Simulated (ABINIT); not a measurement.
Runs of ABINIT 10.8.3 (patched build) on Ti2C. Symmetry: R-3m, No. 166, trigonal system. The conventional cell has a = 3.081 Å, b = 3.081 Å, c = 14.441 Å, α = 90.00°, β = 90.00°, γ = 120.00°. Ti (site symmetry 3m) has 3 C at 2.11 Å as nearest neighbours. Around C (site symmetry -3m) lie 6 Ti at 2.11 Å. The cell comes from a database or a generator and needn't be the stable form of this composition.

| task | level | potentials or basis | cell | k mesh | cutoff (eV) | cell freedom (optcell) | optimiser (ionmov) | cutoff smearing ecutsm (Ha) | force stop (Ha/bohr) | bands in the sums | gap on the mesh (eV) | pressure (GPa) | relaxed volume (Å³/atom) | largest force (eV/Å) |
| --- | --- | --- | --- | --- | --- | --- | --- | --- | --- | --- | --- | --- | --- | --- |
| relaxation of cell and atoms | PBEsol | PseudoDojo NC SR PBEsol v0.4.1 standard | relaxed | 8 × 8 × 8 | 1143 | 2 | 2 | 0.5 | 2e-05 | - | none | 0.0 | (b) | - |
| optical spectrum | PBEsol | PseudoDojo NC SR PBEsol v0.4.1 standard | as given | 12 × 12 × 12 | 1034 | - | - | - | - | 22 | none | -4.8 | - | (a) |
| relaxation of cell and atoms | LDA | PseudoDojo NC SR LDA v0.4.1 standard | relaxed | 8 × 8 × 8 | 1143 | 2 | 2 | 0.5 | 2e-05 | - | none | 0.0 | 12.49 | - |
| single point | LDA | PseudoDojo NC SR LDA v0.4 stringent | as given | 8 × 8 × 8 | 1034 | - | - | - | - | - | none | -9.3 | - | 0.35 |
| single point | PBEsol | PseudoDojo NC SR PBEsol v0.4.1 standard | as given | 8 × 8 × 8 | 1034 | - | - | - | - | - | none | -4.8 | - | 0.17 |

Alike in all rows: no spin polarisation; smearing fermi-dirac 0.05 eV.

Estimate the missing entries.

(a) 0.19; (b) 12.84.

Caveats: the intraband (Drude) term is left out (some runs); spectra need much finer meshes, so this one isn't converged (some runs).

A k mesh can miss the band edges.

A gap of «none» marks a metal or a gap under the smearing width.

Not every run made on this cell is shown here.
